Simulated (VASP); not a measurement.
# Al2O3 (P-6m2) in VASP: notebook, part 3 of 3

VASP 6.6.1. The steps go on from the part before.

### Step 4. Dielectric tensor, LDA

Contents of INCAR:

```
SYSTEM = Al2O3
PREC = Accurate ; ENCUT = 400
EDIFF = 1E-5 ; ISMEAR = 0
SIGMA = 0.01 ; LREAL = .FALSE.
LASPH = .TRUE. ; NELM = 100
ALGO = Normal ; ISIF = 2
LWAVE = .FALSE. ; LCHARG = .FALSE.
GGA = CA ; LEPSILON = .TRUE.
```

Contents of KPOINTS:

```
Automatic mesh
0
G
  10 10 3
  0 0 0
```

Contents of POSCAR:

```
Al2O3
1.0
    2.8843249483      0.0000000000      0.0000000000
   -1.4421624742      2.4978986780      0.0000000000
    0.0000000000      0.0000000000      9.3367544600
Al O
2 3
Direct
    0.0000000000      0.0000000000      0.8500076700
    0.0000000000      0.0000000000      0.1499923300
    0.3333333333      0.6666666667      0.7776830800
    0.6666666667      0.3333333333      0.0000000000
    0.3333333333      0.6666666667      0.2223169200
```

Potentials or basis: VASP PAW LDA potentials, release 64 (Al, O).

Run with:

```console
cat potpaw_LDA.64/Al/POTCAR potpaw_LDA.64/O/POTCAR > POTCAR
mpirun -np 1 vasp_std > vasp.out
```

OUTCAR:

```text
SYSTEM = Al2O3
   PREC = Accurate
   ENCUT = 400
   EDIFF = 1E-5
   ISMEAR = 0
   LREAL = .FALSE.
   LASPH = .TRUE.
   NELM = 100
   ISIF = 2
   GGA = CA
   LEPSILON = .TRUE.

 Found     28 irreducible k-points:

 Following reciprocal coordinates:
            Coordinates               Weight
  0.000000  0.000000  0.000000      1.000000
  0.100000  0.000000  0.000000      6.000000
  0.200000  0.000000  0.000000      6.000000
  0.300000 -0.000000  0.000000      6.000000
  0.400000 -0.000000  0.000000      6.000000
  0.500000  0.000000  0.000000      3.000000
   k-points           NKPTS =     28   k-points in BZ     NKDIM =     28   number of bands    NBANDS=     16
   number of dos      NEDOS =    301   number of ions     NIONS =      5
   total plane-waves  NPLWV =  25600
   dimension x,y,z NGX =    20 NGY =   20 NGZ =   64
   dimension x,y,z NGXF=    40 NGYF=   40 NGZF=  128
   ions per type =               2   3
   NGX,Y,Z   is equivalent  to a cutoff of  11.53, 11.53, 11.40 a.u.
   NGXF,Y,Z  is equivalent  to a cutoff of  23.06, 23.06, 22.79 a.u.
 SYSTEM =  Al2O3
   PREC   = accura    normal or accurate (medium, high low for compatibility)
   ISTART =      0    job   : 0-new  1-cont  2-samecut
   ICHARG =      2    charge: 1-file 2-atom 10-const
   ISPIN  =      1    spin polarized calculation?
   LNONCOLLINEAR =      F non collinear calculations
   LSORBIT =      F    spin-orbit coupling
   LASPH  =      T    aspherical Exc in radial PAW
   ENCUT  =  400.0 eV  29.40 Ry    5.42 a.u.   4.70  4.70 15.23*2*pi/ulx,y,z
   NELM   =    100;   NELMIN=  2; NELMDL= -5     # of ELM steps
   EDIFF  = 0.1E-04   stopping-criterion for ELM
   LREAL  =      F    real-space projection
   EDIFFG = 0.1E-03   stopping-criterion for IOM
   NSW    =      0    number of steps for IOM
   IBRION =     -1    ionic relax: 0-MD 1-quasi-New 2-CG
   NFREE  =      0    steps in history (QN), initial steepest desc. (CG)
   ISIF   =      2    stress and relaxation
   ISYM   =      2    0-nonsym 1-usesym 2-fastsym
   POTIM  = 0.5000    time-step for ionic-motion
   TEBEG  =    0.0;   TEEND  =   0.0 temperature during run
   PSTRESS=    0.0 pullay stress
   NELECT =      24.0000    total number of electrons
   NUPDOWN=      -1.0000    fix difference up-down
   EMIN   =  10.00;   EMAX   =-10.00  energy-range for DOS
   EFERMI =   0.00;   METHOD = LEGACY
   ISMEAR =     0;   SIGMA  =   0.01  broadening in eV -4-tet -1-fermi 0-gaus
   EFERMI_NEDOS =   21; number of points for ismear=-14 and -15
   IALGO  =     38    algorithm
   IMIX   =      4    mixing-type and parameters
     AMIX     =   0.40;   BMIX     =  1.00
     AMIX_MAG =   1.60;   BMIX_MAG =  1.00
  volume/ion in A,a.u.               =      13.45        90.79
  Fermi-wavevector in a.u.,A,eV,Ry     =   1.161111  2.194181 18.343074  1.348178
  Thomas-Fermi vector in A             =   2.297686
   LORBIT       =      0    0 simple, 1 ext, 2 COOP (PROOUT), +10 PAW based schemes
   GGA     = CA    functional components
   LHFCALC =     F    Hartree Fock is set to
   AEXX    =    0.0000 exact exchange contribution
   IVDW    =     0    specifies the selected vdW correction
   LEPSILON=     T    determine dielectric tensor
   LRPA    =     F    only Hartree local field effects (RPA)
 non-spin polarized calculation
 Gauss-broadening in eV      SIGMA  =   0.01
[... 138 lines left out ...]
  in kB     -111.2120923   -111.2120923    -92.5269888      0.0000000      0.0000000      0.0000000
  external PRESSURE =    -104.9837245 kB  Pullay stress =       0.0000000 kB

 VOLUME and BASIS-vectors are now :
 -----------------------------------------------------------------------------
  energy-cutoff  :      400.00
  volume of cell :       67.27
      direct lattice vectors                 reciprocal lattice vectors
     2.884324948  0.000000000  0.000000000     0.346701574  0.200168247  0.000000000
    -1.442162474  2.497898678  0.000000000     0.000000000  0.400336494  0.000000000
     0.000000000  0.000000000  9.336754460     0.000000000  0.000000000  0.107103598

 POSITION                                       TOTAL-FORCE (eV/Angst)
 -----------------------------------------------------------------------------------
      0.00000      0.00000      7.93631        -0.000000      0.000000     -0.019279
      0.00000      0.00000      1.40044         0.000000     -0.000000      0.019279
     -0.00000      1.66527      7.26104        -0.000000      0.000000      0.485196
      1.44216      0.83263      0.00000         0.000000      0.000000      0.000000
     -0.00000      1.66527      2.07572         0.000000      0.000000     -0.485196
 -----------------------------------------------------------------------------------
    total drift:                               -0.000000      0.000000     -0.000000

  FREE ENERGIE OF THE ION-ELECTRON SYSTEM (eV)
  ---------------------------------------------------
  free  energy   TOTEN  =       -40.1654857012 eV

  energy  without entropy=      -40.1654857012  energy(sigma->0) =      -40.16548570

 HEAD OF MICROSCOPIC STATIC DIELECTRIC TENSOR (INDEPENDENT PARTICLE, excluding Hartree and local field effects)
 ------------------------------------------------------
           2.797017    -0.000000     0.000000
          -0.000000     2.797017     0.000000
           0.000000     0.000000     2.615536
 ------------------------------------------------------

 Free energy of the ion-electron system (eV)
  ---------------------------------------------------
  ---------------------------------------------------
  free energy    TOTEN  =        -0.33603029 eV

  energy without entropy =       -0.33603029

------------------------ aborting loop because EDIFF is reached ----------------------------------------

--------------------------------------- Ionic step        2  -------------------------------------------

------------------------ aborting loop because EDIFF is reached ----------------------------------------

--------------------------------------- Ionic step        3  -------------------------------------------

 Free energy of the ion-electron system (eV)
  ---------------------------------------------------
  ---------------------------------------------------
  free energy    TOTEN  =        -0.18846628 eV

  energy without entropy =       -0.18846628

------------------------ aborting loop because EDIFF is reached ----------------------------------------

 PIEZOELECTRIC TENSOR FIELD DIRECTION 3  (e Angst)
 -----------------------------------------------------------------------------
    -0.00006  0.00000 -0.00000           (  0.00000 -0.00000 -0.00000)
    -0.00000 -0.00006  0.00000           ( -0.00000  0.00000  0.00000)
     0.00000  0.00000  0.00019           ( -0.00000  0.00000 -0.00000)

 PIEZOELECTRIC TENSOR FIELD DIRECTION 3  (C/m^2)
 -----------------------------------------------------------------------------
    -0.00002  0.00000 -0.00000
    -0.00000 -0.00002  0.00000
     0.00000  0.00000  0.00004

 MACROSCOPIC STATIC DIELECTRIC TENSOR (including local field effects in DFT)
 ------------------------------------------------------
           2.695249    -0.000000     0.000000
          -0.000000     2.695249     0.000000
           0.000000     0.000000     1.942133
 ------------------------------------------------------

 PIEZOELECTRIC TENSOR (including local field effects)  for field in x, y, z        (e  Angst)
          XX          YY          ZZ          XY          YZ          ZX
  --------------------------------------------------------------------------------
  x     0.00000    -0.00000     0.00000    -0.06663     0.00000     0.00000
  y    -0.06663     0.06663    -0.00000    -0.00000     0.00000     0.00000
  z     0.00000     0.00000     0.00000    -0.00000     0.00000     0.00000

 PIEZOELECTRIC TENSOR (including local field effects)  for field in x, y, z        (C/m^2)
          XX          YY          ZZ          XY          YZ          ZX
  --------------------------------------------------------------------------------
  x     0.00000    -0.00000     0.00000    -0.01587     0.00000     0.00000
  y    -0.01587     0.01587    -0.00000    -0.00000     0.00000     0.00000
  z     0.00000     0.00000     0.00000    -0.00000     0.00000     0.00000

 BORN EFFECTIVE CHARGES (including local field effects) (in |e|, cummulative output)
 ---------------------------------------------------------------------------------
 ion    1
    1     3.01626    -0.00000     0.00000
    2    -0.00000     3.01626     0.00000
    3     0.00000     0.00000     1.51343
 ion    2
    1     3.01626    -0.00000     0.00000
    2    -0.00000     3.01626    -0.00000
    3    -0.00000    -0.00000     1.51343
 ion    3
    1    -1.89893     0.00000     0.00000
    2     0.00000    -1.89893    -0.00000
    3     0.00000     0.00000    -0.91171
 ion    4
    1    -2.23466     0.00000     0.00000
    2     0.00000    -2.23466     0.00000
    3    -0.00000     0.00000    -1.20346
 ion    5
    1    -1.89893     0.00000    -0.00000
    2     0.00000    -1.89893     0.00000
    3    -0.00000     0.00000    -0.91171
```

OSZICAR:

```text
N       E                     dE             d eps       ncg     rms          rms(c)
DAV:   1     0.112601512435E+03    0.11260E+03   -0.11001E+04   896   0.109E+03
DAV:   2    -0.375652837508E+02   -0.15017E+03   -0.14582E+03  1136   0.266E+02
DAV:   3    -0.446701151168E+02   -0.71048E+01   -0.70943E+01  1184   0.695E+01
[... 11 lines left out ...]
RMM:   6    -0.187516776501E+00    0.24981E-02   -0.79863E-03  2111   0.381E-01    0.301E-02
RMM:   7    -0.188009487905E+00   -0.49271E-03   -0.18527E-03  2109   0.920E-02    0.171E-02
RMM:   8    -0.188195961995E+00   -0.18647E-03   -0.90839E-05  2067   0.289E-02    0.555E-03
RMM:   9    -0.188397742909E+00   -0.20178E-03   -0.34651E-04  2028   0.127E-02    0.246E-03
RMM:  10    -0.188448960423E+00   -0.51218E-04   -0.22648E-04  1673   0.559E-03    0.529E-04
RMM:  11    -0.188460924164E+00   -0.11964E-04   -0.10565E-05  1404   0.261E-03    0.478E-04
RMM:  12    -0.188466282827E+00   -0.53587E-05   -0.31226E-05   770   0.115E-03    0.164E-04
```

It took 2.3 min on 1 thread of AMD EPYC 9R45 (Zen 5), shared host; peak memory 0.24 GiB.

These settings aren't checked as converged: the numbers below hold their error.

What came out:

- Band gap on the k mesh: 4.74 eV, indirect (least direct gap 5.00 eV)
- Electronic dielectric tensor (diagonal): 2.70, 2.70, 1.94
- Born charges (mean of the diagonal): Al +2.52; O -1.57, -1.89 e

Caveat: the cutoff is under 1.25 times the usual one of these potentials, so pressure, stress and relaxed cells hold a basis-set (Pulay) error; an odd mesh through Γ misses points on the zone boundary, where band edges often lie.

### Step 5. Dielectric tensor, LDA

Contents of INCAR:

```
SYSTEM = Al2O3
PREC = Accurate ; ENCUT = 400
EDIFF = 1E-8 ; ISMEAR = 0
SIGMA = 0.01 ; LREAL = Auto
LASPH = .TRUE. ; NELM = 100
ALGO = Normal ; ISIF = 2
LWAVE = .FALSE. ; LCHARG = .FALSE.
GGA = CA ; LEPSILON = .TRUE.
```

KPOINTS is that of step 4.

POSCAR is that of step 4.

Potentials or basis: VASP PAW LDA potentials, release 64 (Al, O).

Run with:

```console
cat potpaw_LDA.64/Al/POTCAR potpaw_LDA.64/O/POTCAR > POTCAR
mpirun -np 1 vasp_std > vasp.out
```

OUTCAR:

```text
SYSTEM = Al2O3
   PREC = Accurate
   ENCUT = 400
   EDIFF = 1E-8
   ISMEAR = 0
   LREAL = Auto
   LASPH = .TRUE.
   NELM = 100
   ISIF = 2
   GGA = CA
   LEPSILON = .TRUE.

 Found     28 irreducible k-points:

 Following reciprocal coordinates:
            Coordinates               Weight
  0.000000  0.000000  0.000000      1.000000
  0.100000  0.000000  0.000000      6.000000
  0.200000  0.000000  0.000000      6.000000
  0.300000 -0.000000  0.000000      6.000000
  0.400000 -0.000000  0.000000      6.000000
  0.500000  0.000000  0.000000      3.000000
   k-points           NKPTS =     28   k-points in BZ     NKDIM =     28   number of bands    NBANDS=     16
   number of dos      NEDOS =    301   number of ions     NIONS =      5
   total plane-waves  NPLWV =  25600
   dimension x,y,z NGX =    20 NGY =   20 NGZ =   64
[... 263 lines left out ...]
 ------------------------------------------------------

 PIEZOELECTRIC TENSOR (including local field effects)  for field in x, y, z        (e  Angst)
          XX          YY          ZZ          XY          YZ          ZX
  --------------------------------------------------------------------------------
  x     0.00000    -0.00000     0.00000    -0.06656     0.00000     0.00000
  y    -0.06656     0.06656    -0.00000    -0.00000     0.00000     0.00000
  z     0.00000     0.00000     0.00000     0.00000     0.00000     0.00000

 PIEZOELECTRIC TENSOR (including local field effects)  for field in x, y, z        (C/m^2)
          XX          YY          ZZ          XY          YZ          ZX
  --------------------------------------------------------------------------------
  x     0.00000    -0.00000     0.00000    -0.01585     0.00000     0.00000
  y    -0.01585     0.01585    -0.00000    -0.00000     0.00000     0.00000
  z     0.00000     0.00000     0.00000     0.00000     0.00000     0.00000

 BORN EFFECTIVE CHARGES (including local field effects) (in |e|, cummulative output)
 ---------------------------------------------------------------------------------
 ion    1
    1     3.01594    -0.00000     0.00000
    2    -0.00000     3.01594     0.00000
    3     0.00000     0.00000     1.51341
 ion    2
    1     3.01594    -0.00000     0.00000
    2    -0.00000     3.01594     0.00000
    3    -0.00000    -0.00000     1.51341
 ion    3
    1    -1.89859     0.00000    -0.00000
    2     0.00000    -1.89859    -0.00000
    3    -0.00000    -0.00000    -0.91189
 ion    4
    1    -2.23469     0.00000     0.00000
    2     0.00000    -2.23469     0.00000
    3     0.00000    -0.00000    -1.20303
 ion    5
    1    -1.89859     0.00000     0.00000
    2     0.00000    -1.89859     0.00000
    3     0.00000     0.00000    -0.91189
```

Wall time 4.4 min (1 thread of AMD EPYC 9R45 (Zen 5), shared host); peak memory 0.23 GiB.

The run converged, but some of its settings lie outside the range that counts as converged, so its numbers aren't taken as properties of the crystal.

What came out:

```yaml
Band_gap_on_the_k_mesh: 4.74 eV, indirect (least direct gap 5.00 eV)
Electronic_dielectric_tensor_diagonal: 2.70, 2.70, 1.94
Born_charges_mean_of_the_diagonal: Al +2.52; O -1.57, -1.89 e
```

Caveat: the cutoff is under 1.25 times the usual one of these potentials, so pressure, stress and relaxed cells hold a basis-set (Pulay) error; an odd mesh through Γ misses points on the zone boundary, where band edges often lie.

### Step 6. Dielectric tensor, LDA

Contents of INCAR:

```
SYSTEM = Al2O3
PREC = Accurate ; ENCUT = 650
EDIFF = 1E-8 ; ISMEAR = 0
SIGMA = 0.01 ; LREAL = .FALSE.
LASPH = .TRUE. ; NELM = 100
ALGO = Normal ; ISIF = 2
LWAVE = .FALSE. ; LCHARG = .FALSE.
GGA = CA ; LEPSILON = .TRUE.
```

Contents of KPOINTS:

```
Automatic mesh
0
G
  8 8 3
  0 0 0
```

POSCAR is that of step 5.

Potentials or basis: VASP PAW LDA potentials, release 64 (Al, O).

Run with:

```console
cat potpaw_LDA.64/Al/POTCAR potpaw_LDA.64/O/POTCAR > POTCAR
mpirun -np 1 vasp_std > vasp.out
```

OUTCAR:

```text
SYSTEM = Al2O3
   PREC = Accurate
   ENCUT = 650
   EDIFF = 1E-8
   ISMEAR = 0
   LREAL = .FALSE.
   LASPH = .TRUE.
   NELM = 100
   ISIF = 2
   GGA = CA
   LEPSILON = .TRUE.

 Found     20 irreducible k-points:

 Following reciprocal coordinates:
            Coordinates               Weight
  0.000000  0.000000  0.000000      1.000000
  0.125000 -0.000000  0.000000      6.000000
  0.250000 -0.000000  0.000000      6.000000
  0.375000  0.000000  0.000000      6.000000
  0.500000 -0.000000  0.000000      3.000000
  0.125000  0.125000  0.000000      6.000000
   k-points           NKPTS =     20   k-points in BZ     NKDIM =     20   number of bands    NBANDS=     16
   number of dos      NEDOS =    301   number of ions     NIONS =      5
   total plane-waves  NPLWV =  46080
   dimension x,y,z NGX =    24 NGY =   24 NGZ =   80
[... 263 lines left out ...]
 ------------------------------------------------------

 PIEZOELECTRIC TENSOR (including local field effects)  for field in x, y, z        (e  Angst)
          XX          YY          ZZ          XY          YZ          ZX
  --------------------------------------------------------------------------------
  x     0.00000    -0.00000    -0.00000    -0.07225     0.00000     0.00000
  y    -0.07225     0.07225    -0.00000    -0.00000     0.00000     0.00000
  z     0.00000     0.00000     0.00000     0.00000     0.00000     0.00000

 PIEZOELECTRIC TENSOR (including local field effects)  for field in x, y, z        (C/m^2)
          XX          YY          ZZ          XY          YZ          ZX
  --------------------------------------------------------------------------------
  x     0.00000    -0.00000    -0.00000    -0.01721     0.00000     0.00000
  y    -0.01721     0.01721    -0.00000    -0.00000     0.00000     0.00000
  z     0.00000     0.00000     0.00000     0.00000     0.00000     0.00000

 BORN EFFECTIVE CHARGES (including local field effects) (in |e|, cummulative output)
 ---------------------------------------------------------------------------------
 ion    1
    1     3.02014    -0.00000     0.00000
    2    -0.00000     3.02014     0.00000
    3     0.00000     0.00000     1.51587
 ion    2
    1     3.02014    -0.00000    -0.00000
    2    -0.00000     3.02014    -0.00000
    3     0.00000     0.00000     1.51587
 ion    3
    1    -1.90072     0.00000     0.00000
    2     0.00000    -1.90072    -0.00000
    3     0.00000    -0.00000    -0.91343
 ion    4
    1    -2.23885     0.00000     0.00000
    2     0.00000    -2.23885     0.00000
    3    -0.00000     0.00000    -1.20488
 ion    5
    1    -1.90072     0.00000     0.00000
    2     0.00000    -1.90072     0.00000
    3     0.00000     0.00000    -0.91343
```

It took 4.1 min on 1 thread of AMD EPYC 9R45 (Zen 5), shared host; peak memory 0.31 GiB.

The run converged, but some of its settings lie outside the range that counts as converged, so its numbers aren't taken as properties of the crystal.

Results:

```yaml
Band_gap_on_the_k_mesh: 4.75 eV, indirect (least direct gap 5.00 eV)
Electronic_dielectric_tensor_diagonal: 2.70, 2.70, 1.94
Born_charges_mean_of_the_diagonal: Al +2.52; O -1.57, -1.89 e
```

Caveat: an odd mesh through Γ misses points on the zone boundary, where band edges often lie.
